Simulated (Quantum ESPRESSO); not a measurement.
# 2H-WS2, 1 layer, rectangular cell: a series in strain along the second axis, part 3 of 7

Aim: how the results for 2H-WS2, 1 layer, rectangular cell change with strain along the second axis.

Quantum ESPRESSO 7.5; plane-wave DFT, PBE, GBRV ultrasoft pseudopotentials.

So far. Step 2 (Relaxing cell and ions of the reference):  The last row is no step: it is a fresh SCF in the final cell with a new plane-wave basis, -0 meV from the row before. Step 3 (Relaxing the ions, -4 %): The relaxation lowers the energy by 4 meV an atom.

### 4. Ground state, -4 %

The self-consistent run of this member.

File m0.scf.in:

```
&control
  prefix = 'm0.scf'
  outdir = './out'
  pseudo_dir = './pseudo'
  calculation = 'scf'
  tprnfor = .true.
/
&system
  ibrav = 0
  nat = 6
  ntyp = 2
  ecutwfc = 40
  ecutrho = 200
  occupations = 'smearing'
  smearing = 'fd'
  degauss = 0.002
  nbnd = 30
/
&electrons
  conv_thr = 1e-09
  mixing_beta = 0.4
  electron_maxstep = 120
  mixing_mode = 'plain'
/
ATOMIC_SPECIES
  S   32.0600  s_pbe_v1.4.uspp.F.UPF
  W   183.8400  w_pbe_v1.2.uspp.F.UPF
CELL_PARAMETERS angstrom
  3.18620864300000 0.00000000000000 0.00000000000000
  0.00000000000000 5.29801667808000 0.00000000000000
  0.00000000000000 0.00000000000000 18.47562023200000
ATOMIC_POSITIONS crystal
  S   0.999999999900 0.334229740600 0.413619222600
  S   0.500000000000 0.834229783500 0.413619218800
  W   0.000000000000 -0.001792859600 0.500000000000
  W   0.500000000000 0.498207144600 0.500000000000
  S   0.999999999900 0.334229740600 0.586380777400
  S   0.500000000000 0.834229783500 0.586380781200
K_POINTS automatic
  10 6 1 0 0 0
```

Launch:

```bash
$ OMP_NUM_THREADS=1 mpirun -n 4 pw.x -nk 4 -in m0.scf.in > m0.scf.out
```

What it wrote:

```text
[banner, memory and clock lines left out]
Program PWSCF v.7.5 starts
[citation notice left out]

[...]
Message from routine setup:
[...]
bravais-lattice index     =            0
     lattice parameter (alat)  =       6.0211  a.u.
     unit-cell volume          =    2104.6659 (a.u.)^3
     number of atoms/cell      =            6
     number of atomic types    =            2
     number of electrons       =        52.00
     number of Kohn-Sham states=           30
     kinetic-energy cutoff     =      40.0000  Ry
     charge density cutoff     =     200.0000  Ry
     scf convergence threshold =      1.0E-09
     mixing beta               =       0.4000
     number of iterations used =            8  plain     mixing
     Exchange-correlation= SLA  PW   PBE  PBE
                           (   1   4   3   4   0   0   0)

[...]
PseudoPot. # 1 for S  read from file:
     ./pseudo/s_pbe_v1.4.uspp.F.UPF
     Pseudo is Ultrasoft + core correction, Zval =  6.0
     Generated by new atomic code, or converted to UPF format
     Using radial grid of  907 points,  6 beta functions with:
                l(1) =   0
                l(2) =   0
                l(3) =   1
                l(4) =   1
                l(5) =   2
                l(6) =   2
     Q(r) pseudized with  8 coefficients,  rinner =    1.300   1.300   1.300
                                                       1.300   1.300

     PseudoPot. # 2 for W  read from file:
     ./pseudo/w_pbe_v1.2.uspp.F.UPF
     Pseudo is Ultrasoft + core correction, Zval = 14.0
     Generated by new atomic code, or converted to UPF format
     Using radial grid of  923 points,  8 beta functions with:
                l(1) =   0
                l(2) =   0
                l(3) =   0
                l(4) =   1
                l(5) =   1
                l(6) =   2
                l(7) =   2
                l(8) =   3
     Q(r) pseudized with  6 coefficients,  rinner =    1.350   1.350   1.350
                                                       1.350   1.350   1.350
                                                       1.350

     atomic species   valence    mass     pseudopotential
     S                 6.00    32.06000     S ( 1.00)
     W                14.00   183.84000     W ( 1.00)

      4 Sym. Ops. (no inversion) found

[...]
number of k points=    24  Fermi-Dirac smearing, width (Ry)=  0.0020
[...]
Dense  grid:   100631 G-vectors     FFT dimensions: (  27,  45, 160)

     Smooth grid:    71913 G-vectors     FFT dimensions: (  25,  45, 144)

     Initial potential from superposition of free atoms

     starting charge      51.7992, renormalised to      52.0000

     negative rho (up, down):  1.300E-01 0.000E+00
     Starting wfcs are   42 randomized atomic wfcs

     per-process dynamical memory:   106.4 Mb

     Self-consistent Calculation

     iteration #  1     ecut=    40.00 Ry     beta= 0.40
     Davidson diagonalization with overlap
     ethr =  1.00E-02,  avg # of iterations =  2.0

     Threshold (ethr) on eigenvalues was too large:
     Diagonalizing with lowered threshold

     Davidson diagonalization with overlap
     ethr =  3.06E-04,  avg # of iterations =  2.4

     negative rho (up, down):  1.319E-01 0.000E+00

     total energy              =    -414.99952869 Ry
     estimated scf accuracy    <       0.19453835 Ry

     iteration #  2     ecut=    40.00 Ry     beta= 0.40
[...]
negative rho (up, down):  1.344E-01 0.000E+00

[...]
total energy              =    -415.01175051 Ry
     estimated scf accuracy    <       0.02715204 Ry

     iteration #  3     ecut=    40.00 Ry     beta= 0.40
[...]
negative rho (up, down):  1.351E-01 0.000E+00

[...]
total energy              =    -415.01776646 Ry
     estimated scf accuracy    <       0.00926298 Ry

     iteration #  4     ecut=    40.00 Ry     beta= 0.40
[...]
negative rho (up, down):  1.365E-01 0.000E+00

[...]
total energy              =    -415.01854761 Ry
     estimated scf accuracy    <       0.00306599 Ry

     iteration #  5     ecut=    40.00 Ry     beta= 0.40
[...]
negative rho (up, down):  1.366E-01 0.000E+00

[...]
total energy              =    -415.01901401 Ry
     estimated scf accuracy    <       0.00133124 Ry

     iteration #  6     ecut=    40.00 Ry     beta= 0.40
[...]
negative rho (up, down):  1.365E-01 0.000E+00

[...]
total energy              =    -415.01921977 Ry
     estimated scf accuracy    <       0.00002918 Ry

[...]
iteration #  9     ecut=    40.00 Ry     beta= 0.40
[...]
negative rho (up, down):  1.364E-01 0.000E+00

[...]
total energy              =    -415.01925110 Ry
     estimated scf accuracy    <       0.00000060 Ry

     iteration # 10     ecut=    40.00 Ry     beta= 0.40
[...]
negative rho (up, down):  1.364E-01 0.000E+00

[...]
total energy              =    -415.01925139 Ry
     estimated scf accuracy    <       0.00000003 Ry

     iteration # 11     ecut=    40.00 Ry     beta= 0.40
[...]
negative rho (up, down):  1.364E-01 0.000E+00

[...]
total energy              =    -415.01925140 Ry
     estimated scf accuracy    <       0.00000004 Ry

     iteration # 12     ecut=    40.00 Ry     beta= 0.40
[...]
negative rho (up, down):  1.364E-01 0.000E+00

[...]
End of self-consistent calculation

          k = 0.0000 0.0000 0.0000 (  8939 PWs)   bands (ev):

   -73.8934 -73.8684 -38.3444 -38.1744 -38.0956 -38.0915 -37.9818 -37.9138
   -14.8402 -13.2476 -12.4199 -12.2450  -6.4847  -6.4654  -5.3017  -4.3942
    -3.5664  -2.8521  -2.3441  -2.2802  -2.1347  -1.4878  -1.3028  -1.1812
    -0.7591  -0.2331   2.9747   3.0089   3.2405   3.3073

          k = 0.0000 0.1002 0.0000 (  8950 PWs)   bands (ev):

   -73.8918 -73.8701 -38.3170 -38.1688 -38.0972 -38.0879 -37.9895 -37.9436
   -14.7120 -13.1936 -12.6411 -12.3309  -6.3097  -6.2581  -5.0903  -4.3375
    -3.4684  -2.7256  -2.7032  -2.5441  -2.0934  -1.7045  -1.3589  -1.1358
    -0.9576  -0.2490   2.8593   3.0624   3.0766   3.0824

[...]
the Fermi energy is     1.1052 ev

!    total energy              =    -415.01925141 Ry
     estimated scf accuracy    <          4.7E-10 Ry
     smearing contrib. (-TS)   =      -0.00000000 Ry
     internal energy E=F+TS    =    -415.01925141 Ry

     The total energy is F=E-TS. E is the sum of the following terms:
     one-electron contribution =   -2025.81157240 Ry
     hartree contribution      =    1013.59447604 Ry
     xc contribution           =    -116.48656930 Ry
     ewald contribution        =     713.68441425 Ry

     convergence has been achieved in  12 iterations

     negative rho (up, down):  1.364E-01 0.000E+00

     Forces acting on atoms (cartesian axes, Ry/au):

     atom    1 type  1   force =     0.00000000   -0.00000505    0.00007440
     atom    2 type  1   force =     0.00000000   -0.00013720    0.00004837
     atom    3 type  2   force =     0.00000000    0.00014575    0.00000000
     atom    4 type  2   force =     0.00000000    0.00013877    0.00000000
     atom    5 type  1   force =     0.00000000   -0.00000505   -0.00007440
     atom    6 type  1   force =     0.00000000   -0.00013720   -0.00004837

     Total force =     0.000307     Total SCF correction =     0.000025

[...]
```

The job ended after 58 s (4 MPI ranks of Arm Neoverse V1, shared host; peak memory 1.1 GiB).

Numbers from this step:

```
free energy                          : -5646.6246 eV
Fermi energy                         : 1.105 eV
valence top, on the run's zero       : 0.06176 eV
conduction bottom, on the run's zero : 2.021 eV
gap by band count                    : 1.959 eV
```

### 5. Electrostatic potential, -4 %

plot_num = 11 writes the bare and Hartree potential, from which vacuum levels or, in a crystal, the mean potential are read.

File m0.pot.in:

```
&inputpp
  prefix = 'm0.scf'
  outdir = './out'
  filplot = 'm0.pot.dat'
  plot_num = 11
/
```

Launch:

```bash
$ OMP_NUM_THREADS=1 mpirun -n 4 pp.x -in m0.pot.in > m0.pot.out
```

What it wrote:

```text
[banner, memory and clock lines left out]
Program POST-PROC v.7.5 starts

          URL

     ./out/m0.scf.save/

     IMPORTANT: XC functional enforced from input :
     Exchange-correlation= PBE
                           (   1   4   3   4   0   0   0)
     Any further DFT definition will be discarded
     Please, verify this is what you really want

     negative rho (up, down):  1.364E-01 0.000E+00

     Calling punch_plot, plot_num =  11
     Writing data to file  m0.pot.dat
     Message from routine chdens:
     namelist plot not found or invalid, exiting
```

Run time: 1.2 s. Hardware: 4 MPI ranks; peak memory 0.19 GiB; 4.7 s of CPU time.

Numbers from this step:

* slope of the potential above: 7.07e-5 eV/Å
* upper vacuum line continued to the top atoms, over the valence top: 5.654 eV
* slope of the potential below: -5.91e-5 eV/Å
* lower vacuum line continued to the bottom atoms, over the valence top: 5.654 eV
* vacuum level at the upper face over the valence top of the mesh: 5.654 eV
* vacuum level at the lower face over the valence top of the mesh: 5.654 eV

Electrostatic potential energy of an electron; zero at the highest filled level of the SCF mesh. Table of potential energy, planar mean by z:

z (Å), potential energy, planar mean (eV) and a bar from the least value:
```
        0        5.7 ##############################
        1        5.7 ##############################
        2        5.7 ##############################
        3        5.7 ##############################
        4        5.7 ##############################
        5        5.6 ##############################
        6        5.4 ##############################
        7       -1.3 ###################
        8      -10.4 ###
        9      -11.9 #
       10       -6.7 ##########
       11      -12.5 
       12        4.3 ############################
       13        5.6 ##############################
       14        5.7 ##############################
       15        5.7 ##############################
       16        5.7 ##############################
       17        5.7 ##############################
       18        5.7 ##############################
```

(Continued in part 4 of 7.)

[Logs are printed without paths, hosts, clocks, repeated set-up lines and the standing remarks that a program may print on its own settings, such as how far it seeks lower states.]

[Hosts, paths, dates, database ids (printed as entryN), source tags and the programs' standing remarks are cut or masked in the printed files.]

[Maps of the electrostatic potential energy from Ansatz leave out the sawtooth potential of an applied field or a dipole correction, so their vacuum need not be flat; planar profiles and work functions include it.]
